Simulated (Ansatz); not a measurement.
# BeS (F-43m) in Ansatz: equation of state

How stiff is BeS in PBE, and what volume does it want? The cell is scaled to several volumes.

All numbers are computed with Ansatz 0.2.0; they aren't measurements. Logs are shortened: lines on timing, memory, paths and dates and some standing lists are left out, and cuts for length are marked.

### Step 1. Starting point

It takes space group F-43m (No. 216, cubic). The conventional cell has a = 4.850 Å, b = 4.850 Å, c = 4.850 Å, α = 90.00°, β = 90.00°, γ = 90.00°. S (site symmetry -43m) has 4 Be at 2.10 Å as nearest neighbours. Be (site symmetry -43m) is surrounded by 4 S at 2.10 Å.

### Step 2. Equation of state, PBE

Potentials or basis: all-electron LAPW, scalar-relativistic.

This step only gathers the single runs of the series.

Results:

* Equilibrium volume: 14.49 Å³/atom
* Bulk modulus: 93 GPa
* Pressure derivative of the bulk modulus: 3.8

Energy against volume, from the lowest point:
```
volume (Å³/atom)  energy (meV/atom)
          13.405              26.49
          13.690              13.88
          13.975               5.51
          14.261               1.00
          14.546               0.00
          14.831               2.19
          15.116               7.29
```
